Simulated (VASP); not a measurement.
MnAs: relaxation of cell and atoms with r2SCAN

The system is MnAs.

```
Mn As
1.0
     3.36162    0.00000    0.00000
     0.00000    3.36162    0.00000
     0.00000    0.00000    3.36162
Mn As
1 1
Direct
  0.00000 0.00000 0.00000
  0.50000 0.50000 0.50000
```

The cell was built by a generator and needn't be a form met in nature.

| Property | Result |
| --- | --- |
| Program | VASP 6.6.1 |
| Task | relaxation of cell and atoms |
| Functional | r2SCAN |
| Potentials or basis | VASP PAW PBE potentials, release 64 (Mn_pv, As) |
| Cutoff | 600 eV |
| k mesh | 8 × 8 × 8 |
| Occupations | gaussian, width 0.05 eV |
| Spin | collinear spin, ferromagnetic start |
| Starting moments | [4.0, 0.0] μB |
| Further INCAR settings | ALGO = Normal; EDIFF = 1e-06; IBRION = 2; EDIFFG = -0.02; NSW = 60; ISIF = 3 |

The relaxed volume is 16.61 Å³/atom and the relaxed cell is a = 3.214 Å, b = 3.214 Å, c = 3.214 Å, α = 90.00°, β = 90.00°, γ = 90.00°. The space group after relaxing (to 0.05 Å) is Pm-3m (No. 221) and the energy gained by relaxing is 65.0 meV/atom. The ionic steps are 3, the pressure after relaxing is 0.0 GPa and the band gap on the k mesh is none (metal or under the smearing width). The net moment is 3.71 μB per cell, the site moments are Mn +3.90; As -0.22 μB and the valence electrons inside the program's atomic spheres are Mn 11.42; As 2.80.

The path:
```tsv
step	energy change (eV)	largest force (eV/Å)	pressure (GPa)	volume (Å³)
1	0.0000	0.0000	-7.28	37.99
2	-0.1294	0.0000	-0.57	33.44
3	-0.1299	0.0000	0.02	33.21
```

Final structure:
```
Mn As
1.0
     3.21444    0.00000    0.00000
     0.00000    3.21444    0.00000
     0.00000    0.00000    3.21444
Mn As
1 1
Direct
  0.00000 0.00000 0.00000
  0.50000 0.50000 0.50000
```

Levels at points of the mesh, in eV from the Fermi level:
Spin up:
```tsv
k point	band 8	band 9	band 10	band 11	band 12	band 13	band 14	band 15
(0.00, 0.00, 0.00)	-3.28	-3.28	0.10	0.10	0.10	3.08	6.94	6.94
(0.50, 0.00, 0.00)	-4.13	-3.23	-2.79	3.03	3.03	5.81	7.41	8.26
(0.50, 0.50, 0.00)	-3.67	-3.67	-3.03	-2.67	0.25	2.90	10.29	10.29
(0.50, 0.50, 0.50)	-3.01	-3.01	0.23	0.23	0.23	1.39	1.39	1.39
```
Spin down:
| k point | band 5 | band 6 | band 7 | band 8 | band 9 | band 10 |
| --- | --- | --- | --- | --- | --- | --- |
| (0.00, 0.00, 0.00) | -0.54 | -0.54 | -0.20 | -0.20 | -0.20 | 1.52 |
| (0.50, 0.00, 0.00) | -7.64 | -1.09 | -1.09 | 0.20 | 1.64 | 2.36 |
| (0.50, 0.50, 0.00) | -5.51 | -5.51 | -1.28 | 0.77 | 0.77 | 1.78 |
| (0.50, 0.50, 0.50) | -5.04 | -5.04 | -5.04 | 2.15 | 2.15 | 2.15 |

Wall time 4.4 min on 1 thread of Intel(R) Xeon(R) Platinum 8488C (Sapphire Rapids), with other jobs on the host, peak memory 0.21 GiB.

Caveat: the PAW data sets were made with another functional, which shifts forces and pressure a little; a cell with one magnetic atom can't hold antiferromagnetic order, which such compounds often take.
